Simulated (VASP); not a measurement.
# Pd (P6_3/mmc) in VASP: a series of runs, part 2 of 2

VASP 6.6.1.

## Step 3: Single point, PBEsol

INCAR reads:

```
SYSTEM = Pd
ALGO = Fast
EDIFF = 1E-6
ENCUT = 520
GGA = PS
ISIF = 2
ISMEAR = 0
LASPH = .TRUE.
LCHARG = .FALSE.
LREAL = .FALSE.
LWAVE = .FALSE.
NBANDS = 17
NELM = 80
PREC = Accurate
SIGMA = 0.1
```

KPOINTS reads:

```
k-points
0
G
  18 18 10
  0 0 0
```

POSCAR reads:

```
Pd
1.0
    2.7496501800      0.0000000000      0.0000000000
   -1.3748250900      2.3812669000      0.0000000000
    0.0000000000      0.0000000000      4.4901787400
Pd
2
Direct
    0.3333333300      0.6666666700      0.2500000000
    0.6666666700      0.3333333300      0.7500000000
```

Potentials or basis: VASP PAW PBE potentials, release 64 (Pd).

Run with:

```bash
cat potpaw_PBE.64/Pd/POTCAR > POTCAR
mpirun -np 1 vasp_std > vasp.out
```

OUTCAR:

```text
SYSTEM = Pd
   EDIFF = 1E-6
   ENCUT = 520
   GGA = PS
   ISIF = 2
   ISMEAR = 0
   LASPH = .TRUE.
   LREAL = .FALSE.
   NELM = 80
   PREC = Accurate

 ion  position               nearest neighbor table
   1  0.333  0.667  0.250-   2 2.75   2 2.75   2 2.75   2 2.75   2 2.75   2 2.75
   2  0.667  0.333  0.750-   1 2.75   1 2.75   1 2.75   1 2.75   1 2.75   1 2.75

  LATTYP: Found a hexagonal cell.
 ALAT       =     2.7496501800
 C/A-ratio  =     1.6329999986

  Lattice vectors:

 A1 = (   2.7496501800,   0.0000000000,   0.0000000000)
 A2 = (  -1.3748250900,   2.3812669000,   0.0000000000)
 A3 = (   0.0000000000,   0.0000000000,   4.4901787400)

Analysis of symmetry for initial positions (statically):
=====================================================================
 Subroutine PRICEL returns:
 Original cell was already a primitive cell.

 Routine SETGRP: Setting up the symmetry group for a
 hexagonal supercell.

 Subroutine GETGRP returns: Found 24 space group operations
 (whereof 12 operations were pure point group operations)
 out of a pool of 24 trial point group operations.

The static configuration has the point symmetry D_3d.
 The point group associated with its full space group is D_6h.

Analysis of symmetry for dynamics (positions and initial velocities):
=====================================================================
 Subroutine PRICEL returns:
 Original cell was already a primitive cell.

 Routine SETGRP: Setting up the symmetry group for a
 hexagonal supercell.

 Subroutine GETGRP returns: Found 24 space group operations
 (whereof 12 operations were pure point group operations)
 out of a pool of 24 trial point group operations.

The dynamic configuration has the point symmetry D_3d.
 The point group associated with its full space group is D_6h.

 Subroutine INISYM returns: Found 24 space group operations
 (whereof 12 operations are pure point group operations),
 and found     1 'primitive' translations

----------------------------------------------------------------------------------------

                                     Primitive cell

  volume of cell :      29.4001

  direct lattice vectors                    reciprocal lattice vectors
     2.749650180  0.000000000  0.000000000     0.363682627  0.209972263  0.000000000
    -1.374825090  2.381266900  0.000000000     0.000000000  0.419944526  0.000000000
     0.000000000  0.000000000  4.490178740     0.000000000  0.000000000  0.222708284

  length of vectors
     2.749650180  2.749650174  4.490178740     0.419944525  0.419944526  0.222708284

  position of ions in fractional coordinates (direct lattice)
     0.333333330  0.666666670  0.250000000
     0.666666670  0.333333330  0.750000000

  ion indices of the primitive-cell ions
   primitive index   ion index
                 1           1
                 2           2

----------------------------------------------------------------------------------------

 KPOINTS: k-points

Automatic generation of k-mesh.
 Grid dimensions read from file:
 generate k-points for:   18   18   10

 Generating k-lattice:

  Cartesian coordinates                     Fractional coordinates (reciprocal lattice)
     0.020204590  0.011665126  0.000000000     0.055555556  0.000000000  0.000000000
     0.000000000  0.023330251  0.000000000     0.000000000  0.055555556  0.000000000
     0.000000000  0.000000000  0.022270828     0.000000000  0.000000000  0.100000000

  Length of vectors
     0.023330251  0.023330251  0.022270828

  Shift w.r.t. Gamma in fractional coordinates (k-lattice)
     0.000000000  0.000000000  0.000000000

 Subroutine IBZKPT returns following result:
 ===========================================

 Found    222 irreducible k-points:

 Following reciprocal coordinates:
            Coordinates               Weight
  0.000000  0.000000  0.000000      1.000000
  0.055556  0.000000  0.000000      6.000000
  0.111111  0.000000  0.000000      6.000000
  0.166667  0.000000  0.000000      6.000000
  0.222222  0.000000  0.000000      6.000000
  0.277778 -0.000000  0.000000      6.000000
[... 16 lines left out ...]
  0.333333  0.111111  0.000000     12.000000
  0.388889  0.111111  0.000000     12.000000
 [... further k-points ...]
   k-points           NKPTS =    222   k-points in BZ     NKDIM =    222   number of bands    NBANDS=     17
   number of dos      NEDOS =    301   number of ions     NIONS =      2
   total plane-waves  NPLWV =  14400
   dimension x,y,z NGX =    20 NGY =   20 NGZ =   36
   dimension x,y,z NGXF=    40 NGYF=   40 NGZF=   72
   ions per type =               2
   NGX,Y,Z   is equivalent  to a cutoff of  12.09, 12.09, 13.33 a.u.
   NGXF,Y,Z  is equivalent  to a cutoff of  24.18, 24.18, 26.66 a.u.
 SYSTEM =  Pd
   PREC   = accura    normal or accurate (medium, high low for compatibility)
   ISTART =      0    job   : 0-new  1-cont  2-samecut
   ICHARG =      2    charge: 1-file 2-atom 10-const
   ISPIN  =      1    spin polarized calculation?
   LNONCOLLINEAR =      F non collinear calculations
   LSORBIT =      F    spin-orbit coupling
   LASPH  =      T    aspherical Exc in radial PAW
   ENCUT  =  520.0 eV  38.22 Ry    6.18 a.u.   5.11  5.11  8.35*2*pi/ulx,y,z
   NELM   =     80;   NELMIN=  2; NELMDL= -5     # of ELM steps
   EDIFF  = 0.1E-05   stopping-criterion for ELM
   LREAL  =      F    real-space projection
   EDIFFG = 0.1E-04   stopping-criterion for IOM
   NSW    =      0    number of steps for IOM
   IBRION =     -1    ionic relax: 0-MD 1-quasi-New 2-CG
   NFREE  =      0    steps in history (QN), initial steepest desc. (CG)
   ISIF   =      2    stress and relaxation
   ISYM   =      2    0-nonsym 1-usesym 2-fastsym
   POTIM  = 0.5000    time-step for ionic-motion
   TEBEG  =    0.0;   TEEND  =   0.0 temperature during run
   PSTRESS=    0.0 pullay stress
   NELECT =      20.0000    total number of electrons
   NUPDOWN=      -1.0000    fix difference up-down
   EMIN   =  10.00;   EMAX   =-10.00  energy-range for DOS
   EFERMI =   0.00;   METHOD = LEGACY
   ISMEAR =     0;   SIGMA  =   0.10  broadening in eV -4-tet -1-fermi 0-gaus
   EFERMI_NEDOS =   21; number of points for ismear=-14 and -15
   IALGO  =     68    algorithm
   IMIX   =      4    mixing-type and parameters
     AMIX     =   0.40;   BMIX     =  1.00
     AMIX_MAG =   1.60;   BMIX_MAG =  1.00
  volume/ion in A,a.u.               =      14.70        99.20
  Fermi-wavevector in a.u.,A,eV,Ry     =   1.439799  2.720825 28.205154  2.073020
  Thomas-Fermi vector in A             =   2.558614
   LORBIT       =      0    0 simple, 1 ext, 2 COOP (PROOUT), +10 PAW based schemes
   GGA     = PS    functional components
   LHFCALC =     F    Hartree Fock is set to
   AEXX    =    0.0000 exact exchange contribution
   IVDW    =     0    specifies the selected vdW correction
   LEPSILON=     F    determine dielectric tensor
   LRPA    =     F    only Hartree local field effects (RPA)
 non-spin polarized calculation
 RMM-DIIS sequential band-by-band and
 Gauss-broadening in eV      SIGMA  =   0.10
  energy-cutoff  :      520.00
  volume of cell :       29.40
 maximum number of plane-waves:       804
   NGX = 11   NGY = 11   NGZ = 17

 number of electron      20.0000004 magnetization

 Free energy of the ion-electron system (eV)
  ---------------------------------------------------
  ext. energy  EPLUGINS =         0.00000000
  ---------------------------------------------------
  free energy    TOTEN  =       -11.85276420 eV

  energy without entropy =      -11.82256179  energy(sigma->0) =      -11.83766300

 E-fermi :   9.6891     XC(G=0): -13.3990

 val. band max:        9.6875464590   @ k =   0.3333   0.1667   0.5000
 cond. band min:       9.6897919150   @ k =   0.1667   0.1667   0.2000
 fundamental gap:      0.0022454560
 Fermi energy:         9.6890722521

 k-point     1 :       0.0000    0.0000    0.0000
  band No.  band energies     occupation
      1       2.4109      2.00000
      2       4.3136      2.00000
      3       6.8184      2.00000
      4       6.9213      2.00000
      5       6.9213      2.00000
      6       7.3100      2.00000
[... 9 lines left out ...]
     16      29.2432      0.00000
     17      31.7629      0.00000
[... 441 lines left out ...]
 k-point    24 :       0.3889    0.1111    0.0000
  band No.  band energies     occupation
      1       4.7203      2.00000
      2       5.0067      2.00000
      3       5.0963      2.00000
      4       6.7402      2.00000
      5       7.1951      2.00000
      6       7.2612      2.00000
[... 9 lines left out ...]
     16      23.7683      0.00000
     17      24.0572      0.00000

 [... further k-points ...]
[... 5 lines left out ...]
  --------------------------------------------------------------------------------------
  -------------------------------------------------------------------------------------
  Total       -0.4798353     -0.4798353      0.2213929      0.0000000      0.0000000      0.0000000
  in kB      -26.1489133    -26.1489132     12.0649401      0.0000000      0.0000000      0.0000000
  external PRESSURE =     -13.4109621 kB  Pullay stress =       0.0000000 kB

 VOLUME and BASIS-vectors are now :
 -----------------------------------------------------------------------------
  energy-cutoff  :      520.00
  volume of cell :       29.40
      direct lattice vectors                 reciprocal lattice vectors
     2.749650180  0.000000000  0.000000000     0.363682627  0.209972263  0.000000000
    -1.374825090  2.381266900  0.000000000     0.000000000  0.419944526  0.000000000
     0.000000000  0.000000000  4.490178740     0.000000000  0.000000000  0.222708284

 POSITION                                       TOTAL-FORCE (eV/Angst)
 -----------------------------------------------------------------------------------
     -0.00000      1.58751      1.12254         0.000000     -0.000000      0.000000
      1.37483      0.79376      3.36763        -0.000000      0.000000      0.000000
 -----------------------------------------------------------------------------------
    total drift:                               -0.000001      0.000001     -0.000000

  FREE ENERGIE OF THE ION-ELECTRON SYSTEM (eV)
  ---------------------------------------------------
  free  energy   TOTEN  =       -11.8527642049 eV

  energy  without entropy=      -11.8225617944  energy(sigma->0) =      -11.83766300
```

stdout:

```text
POSCAR found type information on POSCAR Pd
 POSCAR found :  1 types and       2 ions
 scaLAPACK will be used
 -----------------------------------------------------------------------------
|                                                                             |
|                                                                             |
|     You enforced a specific xc type in the INCAR file but a different       |
|     I HOPE YOU KNOW WHAT YOU ARE DOING!                                     |
|                                                                             |
 -----------------------------------------------------------------------------

 LDA part: xc-table for (Slater+PW92), standard interpolation
 POSCAR, INCAR and KPOINTS ok, starting setup
 FFT: planning ... GRIDC
 FFT: planning ... GRID_SOFT
 FFT: planning ... GRID
 WAVECAR not read
 entering main loop
```

Run time: 51 s. Hardware: 1 thread of Intel Xeon Platinum 8488C (Sapphire Rapids), shared host; peak memory 0.2 GiB.

Results:

| Item | Value |
| --- | --- |
| Free energy | -11.8528 eV |
| Pressure | -1.3 GPa |
| Band gap on the k mesh | none (metal or under the smearing width) |

Stress tensor (GPa, compression positive):
```
-2.61  0.00  0.00
 0.00 -2.61  0.00
 0.00  0.00  1.21
```

Levels at points of the mesh, in eV from the Fermi level:
```
           k point  band 7  band 8  band 9  band 10  band 11  band 12  band 13  band 14
(0.00, 0.00, 0.00)   -2.38   -1.80   -1.80    -0.24    -0.24     0.91     7.26    16.95
(0.50, 0.00, 0.00)   -1.90   -0.04    0.09     0.18     2.53     4.47     9.72    10.07
(0.00, 0.00, 0.50)   -2.84   -2.84   -0.71    -0.71    -0.71    -0.71    14.46    14.46
(0.50, 0.00, 0.50)   -0.50   -0.50    0.09     0.09     2.56     2.56     8.21     8.21
```

Caveat: the PAW data sets were made with another functional, which shifts forces and pressure a little.
